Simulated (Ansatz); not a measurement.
**CdSe: stiffness from a series of strains**

```
CELL_PARAMETERS angstrom
0.00000 3.07027 3.07027
3.07027 0.00000 3.07027
3.07027 3.07027 0.00000
ATOMIC_POSITIONS crystal
Cd 0.00000 0.00000 0.00000
Se 0.25000 0.25000 0.25000
```

Atoms are numbered in the order listed.

Structure from Materials Project entry mp-2691 (possibly hypothetical), not relaxed further.

Method: DFT, PBE, all-electron LAPW, scalar-relativistic in Ansatz 0.2.0.

Numerical set-up: a Γ-centred 8×8×8 k mesh, Fermi–Dirac smearing of 0.03 eV, basis error target 1 meV/atom, no spin polarisation.

The strain is applied along the Cartesian axes of the cell as listed (the other components stay zero). Fractional coordinates are held (clamped ions).

σ is the change of stress from the unstrained cell, which is at 1.30 GPa; tension is positive, so slopes are stress–strain coefficients at that pressure.

Only quantities that a quadratic follows smoothly over the whole series are listed; rougher ones are left out.

```csv
εxx = εyy,σzz (GPa),σxx (GPa)
-0.0300,-3.25,-3.67
-0.0200,-2.04,-2.34
-0.0100,-0.96,-1.12
0.0000,0.00,0.00
0.0100,0.86,1.02
0.0300,2.29,2.82
```

(1) Fit the series and read off the stiffness at zero strain.

(2) One run, at εxx = εyy = 0.0200, is withheld. Predict its row.

Results:

(1) Least-squares fits y = p0 + p1 x + p2 x² to the rows give σzz (GPa): p1 = 92.1, p2 = -540; σxx (GPa): p1 = 108, p2 = -470. So 2 C12 = 92 GPa and C11 + C12 = 108 GPa.

(2) The fits give 1.63, 1.97; the run gave 1.62, 1.96.
